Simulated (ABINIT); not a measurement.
PbSe (Clausthalite):

```
CELL_PARAMETERS angstrom
0.00000 3.06065 3.06065
3.06065 0.00000 3.06065
3.06065 3.06065 0.00000
ATOMIC_POSITIONS crystal
Pb 0.00000 0.00000 0.00000
Se 0.50000 0.50000 0.50000
```

Base run:

| Property | Result |
| --- | --- |
| Program | ABINIT 10.8.3 (patched build) |
| Functional | PW91 |
| Potentials or basis | JTH PAW PBE v2.0 sp |
| Cutoff | 408 eV |
| k mesh | 8 × 8 × 8 |
| Occupations | fermi-dirac, width 0.05 eV |
| Spin | no spin polarisation |

Its results: band gap on the k mesh 0.31 eV, direct; pressure 2.3 GPa.

Q: After a change of settings the same cell gave: band gap on the k mesh 0.22 eV, direct; pressure -0.4 GPa. Which change was it?
A. functional from PW91 to PBE; spin from no spin polarisation to spin-orbit coupling, no magnetisation
B. functional from PW91 to PBE
C. functional from PW91 to PBEsol
D. functional from PW91 to LDA; potentials or basis from JTH PAW PBE v2.0 sp to JTH PAW LDA v2.0 sp

A: C.

PBEsol binds more tightly than PW91, so the same cell stands under less pressure.

Caveats: the PAW data sets were made with another functional, which shifts forces and pressure a little; spin-orbit coupling is left out, which as a rule narrows the gap of such compounds by several tenths of an eV; this set keeps more shells in the core, which shifts pressures and gaps.

Not every run made on this cell is shown here.
